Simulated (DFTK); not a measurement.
# InAs (F-43m) in DFTK: reference runs

Reference runs on InAs: the cell as given.

Program: DFTK 0.8.2. These are calculated values, not measurements. Logs are shortened: lines on timing, memory, paths and dates and some standing lists are left out, and cuts for length are marked.

**What was measured.**

A printed reference work, data compilation reports, for a bulk crystal of InAs at 4.2 K: band gap 0.418 eV (direct).

How close the calculation comes is told below.

### 1 Starting point

It takes space group F-43m (No. 216, cubic). Conventional cell: a = 6.036 Å, b = 6.036 Å, c = 6.036 Å, α = 90.00°, β = 90.00°, γ = 90.00°. Around In (site symmetry -43m) lie 4 As at 2.61 Å. Around As (site symmetry -43m) lie 4 In at 2.61 Å.

### 2 Single point, PBE

run.jl reads:

```julia
using DFTK
using PseudoPotentialData
using Unitful, UnitfulAtomic
using LinearAlgebra, Printf
include("save.jl")
disable_threading()

# lattice vectors are the columns
lattice = austrip(1u"Å") * [           0.0          3.018          3.018;
                    3.018            0.0          3.018;
                    3.018          3.018            0.0]
symbols   = [:In, :As]
positions = [[0.0, 0.0, 0.0],
             [0.75, 0.75, 0.75]]
pseudopotentials = PseudoFamily("dojo.nc.sr.pbe.v0_4_1.standard.upf")
elements = Dict(s => ElementPsp(s, pseudopotentials) for s in unique(symbols))
atoms    = [elements[s] for s in symbols]

build_model(lattice, positions; symmetries=true) =
    model_DFT(lattice, atoms, positions;
              functionals=PBE(),
              temperature=austrip(0.05u"eV"),
              smearing=Smearing.FermiDirac(),
              symmetries)
Ecut  = 42.0  # hartree
kgrid = [8, 8, 8]
tol   = 1e-6
to_GPa = ustrip(uconvert(u"GPa", 1u"hartree/bohr^3"))

model = build_model(lattice, positions)
basis = PlaneWaveBasis(model; Ecut, kgrid)
display(basis)
scfres = self_consistent_field(basis;
                               tol,
                               nbandsalg=AdaptiveBands(model; n_bands_converge=19))
display(scfres.energies)
@printf "Fermi level: %.6f eV\n" ustrip(auconvert(u"eV", something(scfres.εF, NaN)))
forces = compute_forces_cart(scfres)
println("Forces (eV/Å)")
for (s, f) in zip(symbols, forces)
    @printf "%-3s %12.6f %12.6f %12.6f\n" s ustrip.(auconvert.(u"eV/Å", f))...
end
stress = compute_stresses_cart(scfres)
println("Stress (GPa)")
display(round.(stress * to_GPa; digits=4))
println("Levels at the first k-point (eV): ", round.(ustrip.(auconvert.(u"eV", scfres.eigenvalues[1][1:scfres.n_bands_converge])); digits=4))
save_scf!(scfres; forces, stress)
```

Potentials or basis: dojo.nc.sr.pbe.v0_4_1.standard.upf (PBE).

Launch:

```
julia --threads=1 run.jl  # save.jl only writes the numbers to a file and isn't shown; printed stress counts tension as positive; times include loading and compiling
```

The program printed:

```text
PlaneWaveBasis discretization:

    Ecut                 : 42.0 Ha
    fft_size             : (50, 50, 50), 125000 total points
    kgrid                : MonkhorstPack([8, 8, 8])
    num.   red. kpoints  : 512
    num. irred. kpoints  : 43

    Discretized Model(gga_x_pbe+gga_c_pbe, 3D):
        lattice (in Bohr)    : [0         , 5.70319   , 5.70319   ]
                               [5.70319   , 0         , 5.70319   ]
                               [5.70319   , 5.70319   , 0         ]
        unit cell volume     : 371.01 Bohr³

        atoms                : AsIn
        pseudopot. family    : PseudoFamily("dojo.nc.sr.pbe.v0_4_1.standard.upf")

        num. electrons       : 28
        spin polarization    : none
        temperature          : 0.0018375 Ha
        smearing             : DFTK.Smearing.FermiDirac()

        terms                : Kinetic()
                               AtomicLocal()
                               AtomicNonlocal()
                               Ewald(nothing)
                               PspCorrection()
                               Hartree()
                               Xc(gga_x_pbe, gga_c_pbe)
                               Entropy()
n     Energy            log10(ΔE)   log10(Δρ)   Diag   Δtime
---   ---------------   ---------   ---------   ----   ------
  1   -172.5235361574                   -0.98    4.9    15.2s
  2   -172.5341048095       -1.98       -1.49    1.0    6.16s
  3   -172.5348745453       -3.11       -1.87    2.5    9.08s
  4   -172.5348961510       -4.67       -2.58    1.1    6.45s
  5   -172.5349008239       -5.33       -3.10    3.0    7.80s
  6   -172.5349010856       -6.58       -3.29    2.0    8.42s
  7   -172.5349012101       -6.90       -4.06    1.1    6.48s
  8   -172.5349012224       -7.91       -4.44    2.8    8.74s
  9   -172.5349012233       -9.05       -4.69    1.5    6.96s
 10   -172.5349012236       -9.44       -5.58    2.0    8.09s
 11   -172.5349012236      -10.94       -6.15    2.5    9.17s
Energy breakdown (in Ha):
    Kinetic             118.0741624
    AtomicLocal         -143.1852239
    AtomicNonlocal      -67.0828176
    Ewald               -92.8949152
    PspCorrection       4.0931623
    Hartree             52.2906441
    Xc                  -43.8298932
    Entropy             -0.0000202

    total               -172.534901223631
Fermi level: 4.243208 eV
Forces (eV/Å)
In      0.000000     0.000000     0.000000
As      0.000000     0.000000     0.000000
Stress (GPa)
3×3 StaticArraysCore.SMatrix{3, 3, Float64, 9} with indices SOneTo(3)×SOneTo(3):
 -4.3676   0.0      0.0
  0.0     -4.3676   0.0
  0.0     -0.0     -4.3676
Levels at the first k-point (eV): [-30.8557, -30.8557, -30.8557, -30.8472, -30.8472, -10.2531, -10.2531, -10.2531, -10.1276, -10.1276, -7.7041, 4.0248, 4.1949, 4.1949, 4.1949, 8.1167, 8.1167, 8.1167, 11.7427]
```

Run time: 3.4 min. Hardware: 1 thread of AMD EPYC 9R14 (Zen 4), shared host; peak memory 2.1 GiB.

What came out:

```yaml
Free_energy: -4694.9138 eV
Pressure: 4.4 GPa
Band_gap_on_the_k_mesh: none (metal or under the smearing width)
```

Levels at points of the mesh, in eV from the Fermi level:
```
             k point  band 11  band 12  band 13  band 14  band 15  band 16  band 17  band 18
  (0.00, 0.00, 0.00)   -11.95    -0.22    -0.05    -0.05    -0.05     3.87     3.87     3.87
 (-0.50, 0.00, 0.00)   -10.47    -5.84    -1.04    -1.04     0.92     4.64     4.64     6.84
(-0.50, -0.50, 0.00)    -9.92    -5.91    -2.38    -2.38     1.50     2.02     9.19     9.27
```

Caveat: this crystal is a semiconductor, whose small gap the functional closes, so the metal is an error of the method.

### 3 Against experiment

Step 2. A measured gap of InAs is 0.418 eV (direct; 4.2 K; a printed reference work, data compilation); the calculated 0.00 eV misses it by -0.42 eV. Spin-orbit coupling on As, In is left out. The value is that of PBE on a finite k mesh, which can miss the band edges, without temperature or zero-point motion. Semilocal functionals fall short of measured gaps as a rule.
